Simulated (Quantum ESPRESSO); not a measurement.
# MoS2 under changes of volume

One of the cells (17.750 Å³/atom); the others are scaled copies at fixed shape and fractional positions:

```
Mo S
1.0
     1.58550    0.91539    6.11500
    -1.58550    0.91539    6.11500
     0.00000   -1.83078    6.11500
Mo S
1 2
Direct
  0.00000 0.00000 0.00000
  0.25000 0.25000 0.25000
  0.75000 0.75000 0.75000
```

Measurements of this composition are mostly on another form, of space group No. 194.

- Program: Quantum ESPRESSO 7.5
- Functional: LDA
- Potentials or basis: GBRV 1.5 LDA
- Cutoff: 612 eV
- Density cutoff: 4898 eV
- k mesh: 10 × 10 × 10
- Occupations: fermi-dirac, width 0.05 eV
- Spin: no spin polarisation

```tsv
volume (Å³/atom)	energy over the lowest point (meV/atom)	pressure (GPa)	largest force (eV/Å)
16.685	34.48	10.7	1.768
17.040	?	?	?
17.395	3.63	3.1	0.945
17.750	0.00	-0.1	0.578
18.105	3.18	-3.0	0.238
18.460	12.46	-5.6	0.078
18.815	27.24	-8.0	0.370
```

Q: What does the run at 17.040 Å³/atom give?

A: Energy over the lowest point 14.85 meV/atom; pressure 6.7 GPa; largest force 1.340 eV/Å.

Worked out: A Birch-Murnaghan fit of order 3 (a polynomial in V^(-2/3)) to the other rows has its minimum at 17.76 Å³/atom with B0 = V·E''(V) = 153 GPa and B' = 4.4 at fixed shape and positions, which overstates the stiffness. It gives 14.83 meV/atom at 17.040 Å³/atom, against the run's 14.85, and -dE/dV = 6.9 GPa, against 6.7.

Energies are extrapolated to zero smearing.

Caveats: the cell's inner coordinates are idealised or old, which leaves forces on the atoms.
